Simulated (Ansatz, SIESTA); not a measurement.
# SnO2: programs and potentials compared

```
Sn O
1.0
    -2.00007    2.00007    5.12368
     2.00007   -2.00007    5.12368
     2.00007    2.00007   -5.12368
Sn O
2 4
Direct
  0.00000 0.00000 0.00000
  0.75000 0.25000 0.50000
  0.54652 0.04652 0.50000
  0.20348 0.20348 0.00000
  0.95348 0.45348 0.50000
  0.79652 0.79652 0.00000
```

Measurements of this composition are mostly on another form, of space group No. 136.

Alike in all runs: task band structure; functional PBEsol; k mesh 9 × 9 × 9; occupations fermi-dirac, width 0.05 eV; no spin polarisation; no spin-orbit coupling. Pressure is positive in compression and, in plane waves, holds the error of the finite cutoff, which Ansatz's Pulay term estimates and takes out. Gaps are the smaller of the mesh's and the band path's.

```json
{"program and potentials": "Ansatz, Ansatz PAW", "plane-wave cutoff (eV)": "420", "notes": "potentials made for PBE, which Ansatz adapts in part; Pulay term of +0.81 GPa included", "band gap (eV)": "1.56", "pressure (GPa)": "0.68", "largest force (eV/Å)": "0.081"}
{"program and potentials": "Ansatz, all-electron LAPW, scalar-relativistic", "plane-wave cutoff (eV)": "-", "notes": "-", "band gap (eV)": "1.56", "pressure (GPa)": "0.64", "largest force (eV/Å)": "0.083"}
{"program and potentials": "SIESTA, files PseudoDojo sr-pbesol-0.4.1-standard, DZP (energy shift 0.003 Ry; two zetas on semicore shells)", "plane-wave cutoff (eV)": "-", "notes": "atomic basis", "band gap (eV)": "1.33", "pressure (GPa)": "7.09", "largest force (eV/Å)": "0.006"}
```

Force on atom 4 (O), eV/Å:

| program and potentials | x | y | z |
| --- | --- | --- | --- |
| Ansatz, Ansatz PAW | 0.000 | 0.000 | -0.081 |
| Ansatz, all-electron LAPW, scalar-relativistic | 0.000 | 0.000 | -0.083 |

The band gap spans 1.33 (SIESTA, files PseudoDojo sr-pbesol-0.4.1-standard, DZP (energy shift 0.003 Ry; two zetas on semicore shells)) to 1.56 eV (Ansatz, all-electron LAPW, scalar-relativistic), with all-electron results at 1.56. The pressure spans 0.64 (Ansatz, all-electron LAPW, scalar-relativistic) to 7.09 GPa (SIESTA, files PseudoDojo sr-pbesol-0.4.1-standard, DZP (energy shift 0.003 Ry; two zetas on semicore shells)), with all-electron results at 0.64. Rows in atomic bases carry the error of their basis and grid, which can be large.

The functional is the same throughout but for its coding, so the spread measures potentials, basis and numerics; runs on potential files found faulty are left out.
